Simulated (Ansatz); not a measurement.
# KZnF3: the cost of one run

Code: Ansatz 0.2.0. PAW datasets, plane waves. Computed at 0 K without zero-point motion; spin polarisation is off.

## Step 1: Starting point

The cell was relaxed beforehand with r2SCAN.

It is cubic, Pm-3m (No. 221); a = 4.046 Å in the conventional setting, 13.25 Å³ an atom. Near K stand 12 F at 2.86 Å; near Zn stand 6 F at 2.02 Å; near F stand 2 Zn at 2.02 Å and 4 K at 2.86 Å.

Coordinates:

```
CELL_PARAMETERS angstrom
4.04616 0.00000 0.00000
0.00000 4.04616 0.00000
0.00000 0.00000 4.04616
ATOMIC_POSITIONS crystal
K 0.00000 0.00000 0.00000
Zn 0.50000 0.50000 0.50000
F 0.50000 0.50000 0.00000
F 0.00000 0.50000 0.50000
F 0.50000 0.00000 0.50000
```

## Step 2: PBE bands along the symmetry lines

input.yaml reads:

```yaml
crystal:
  lattice:
    - [4.0461640901, 0.0, 0.0]
    - [0.0, 4.0461640901, 0.0]
    - [0.0, 0.0, 4.0461640901]
  atoms:
    - { symbol: K, position: [0.0, 0.0, 0.0] }
    - { symbol: Zn, position: [0.5, 0.5, 0.5] }
    - { symbol: F, position: [0.5, 0.5, 0.0] }
    - { symbol: F, position: [0.0, 0.5, 0.5] }
    - { symbol: F, position: [0.5, 0.0, 0.5] }
kpoints:
  mp_grid: { grid: [6, 6, 6] }
  band_path:
    path:
      - [[0.0, 0.0, 0.0], [5.064244843345e-51, 0.5, -7.933151422281e-36], [0.5, 0.5, 1.824624827125e-34], [0.0, 0.0, 0.0], [0.5, 0.5, 0.5], [5.064244843345e-51, 0.5, -7.933151422281e-36]]
      - [[0.5, 0.5, 0.5], [0.5, 0.5, 1.824624827125e-34]]
    npoints: 10
hamiltonian:
  xc: pbe
scf:
  occupations: { method: fermi_dirac, width: 0.02 }
  n_extra_bands: 5
output:
  forces: true
  stress: true
  eigenvalues: true
  write_density: true
  write_potential: true
  elf: true
  volumetric_format: npy
```

Run with:

```sh
$ ansatz run input.yaml --threads 4 --pin off --max-ram 9216MiB --backend cpu --events-out ev --progress --plain --runs-dir out
```

**Question.** How long does this run take on 4 threads of Intel Xeon at 2.50GHz (Skylake/Cascade Lake), shared host, and how much memory does it need?

About 5.7 s, with a peak of 0.39 GiB.
